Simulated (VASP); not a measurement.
A VASP 6.6.1 single-point calculation on Cu₂O

INCAR

```
NELM = 72
IBRION = -1
LCHARG = .FALSE.
LASPH = .TRUE.
LREAL = .FALSE.
SIGMA = 0.02
PREC = Accurate
ISMEAR = -1
NSW = 0
GGA = PE
ENCUT = 520
IVDW = 10
ISIF = 2
EDIFF = 1E-7
NBANDS = 37
LWAVE = .FALSE.
```

KPOINTS

```
KPOINTS created by Atomic Simulation Environment
0
Gamma
6 6 6
0 0 0
```

POSCAR

```
Cu O
 1.0000000000000000
     4.1186978891999999    0.0000000000000000    0.0000000000000000
     0.0000000000000000    4.1186978891999999    0.0000000000000000
     0.0000000000000000    0.0000000000000000    4.1186978891999999
 Cu  O
   4   2
Cartesian
  1.0296744723000000  1.0296744723000000  3.0890234169000004
  3.0890234169000004  1.0296744723000000  1.0296744723000000
  1.0296744723000000  3.0890234169000004  1.0296744723000000
  3.0890234169000004  3.0890234169000004  3.0890234169000004
  2.0593489446000000  2.0593489446000000  2.0593489446000000
  0.0000000000000000  0.0000000000000000  0.0000000000000000
```

The recommended PBE PAW datasets give the neutral cell 56 valence electrons.

Command

```
mpirun -np 1 vasp_std
```

Task: How does this run end, and what does it give?

Result: It converged. Results: gap between bands v and c on the k mesh 0.79 eV; least direct gap on the k mesh 0.79 eV; pressure 20.0 GPa. Band v is the last that the valence electrons fill when counted band by band, and c is the next.

OSZICAR

```
N       E                     dE             d eps       ncg     rms          rms(c)
DAV:   1     0.551174403919E+03    0.55117E+03   -0.25113E+04  1480   0.249E+03
DAV:   2     0.621881894308E+02   -0.48899E+03   -0.46382E+03  1490   0.465E+02
DAV:   3    -0.274577297967E+02   -0.89646E+02   -0.85359E+02  1786   0.220E+02
DAV:   4    -0.330411518375E+02   -0.55834E+01   -0.55075E+01  2097   0.621E+01
DAV:   5    -0.331046241294E+02   -0.63472E-01   -0.63441E-01  1965   0.753E+00    0.191E+01
DAV:   6    -0.295656208369E+02    0.35390E+01   -0.50681E+01  1940   0.137E+02    0.115E+01
DAV:   7    -0.266812241555E+02    0.28844E+01   -0.13386E+01  1920   0.841E+01    0.308E+00
DAV:   8    -0.267384509106E+02   -0.57227E-01   -0.12398E+00  1766   0.648E+00    0.174E+00
DAV:   9    -0.267129981283E+02    0.25453E-01   -0.56825E-02  2035   0.345E+00    0.513E-01
DAV:  10    -0.267088485393E+02    0.41496E-02   -0.24956E-02  2005   0.222E+00    0.248E-01
DAV:  11    -0.267080720615E+02    0.77648E-03   -0.51945E-03  2321   0.867E-01    0.698E-02
DAV:  12    -0.267080146570E+02    0.57404E-04   -0.84305E-04  2005   0.289E-01    0.146E-02
DAV:  13    -0.267080209781E+02   -0.63211E-05   -0.61463E-05  1950   0.114E-01    0.620E-03
DAV:  14    -0.267080207201E+02    0.25800E-06   -0.78538E-06  2103   0.473E-02    0.237E-03
DAV:  15    -0.267080205095E+02    0.21056E-06   -0.15145E-06  1870   0.101E-02    0.123E-03
DAV:  16    -0.267080204893E+02    0.20281E-07   -0.11363E-07   890   0.500E-03
   1 F= -.28556004E+02 E0= -.28556004E+02  d E =-.486056E-10
```

Standard output (part)

```
POSCAR found type information on POSCAR CuO
 POSCAR found :  2 types and       6 ions
 LDA part: xc-table for (Slater+PW92), standard interpolation
 POSCAR, INCAR and KPOINTS ok, starting setup
 WAVECAR not read
 entering main loop
```

For comparison, a separate PBE run of the intended cell, on usual settings and not on those above, gives a gap of 0.79 eV on its mesh and a pressure of 20.6 GPa.
